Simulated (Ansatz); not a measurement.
# Does disorder add resistance in series? Ag(111) layers with 50 % Li

Two lengths of the disordered region are known. What area resistance does the third give?

Set-up. Ansatz 0.2.0, plane waves with PAW datasets at their recommended cutoffs (420 eV for most), Fermi-Dirac smearing; ballistic transmission by layer matching. The area resistance is RA = A (h/2e²)(1/T − 1/N), with T the zone-mean transmission per spin and N the lead's channels, both averaged over a few energies near the Fermi level; for magnets each spin is taken apart, with h/e², and the two conduct in parallel. Lateral cell 2x2, PBE, a fresh random draw for each length.

Results; the value marked ? is to be predicted:

```tsv
length (Å)	channels N	RA (fΩ m²)
9.44	3.234	0.353
18.9	3.266	0.564
28.3	3.266	?
```

**Fit on the rows shown.**

Ohm's law makes RA linear in the length: the slope is (0.564 − 0.353)/(18.9 − 9.44) = 0.0223 fΩ m² per Å, or 22 µΩ cm. Then 0.564 + 0.0223 × 9.44. Predicted: 0.775 fΩ m².

Check against the run:

0.895 fΩ m², so the prediction is 13 % too low. The three lengths together give 29 µΩ cm. The two increments are 0.21 and 0.33 fΩ m²; with one draw for each length, their difference can't be told from scatter.

Caveats: The scatterers repeat sideways with the small cell. The slope is a raw one; a model of isotropic scattering puts it 1.04 times the bulk value over these lengths. Atoms sit unrelaxed on the host's lattice, and the pair may not mix at random in practice.

[Logs are printed without paths, hosts, clocks, repeated set-up lines and the standing remarks that a program may print on its own settings, such as how far it seeks lower states.]
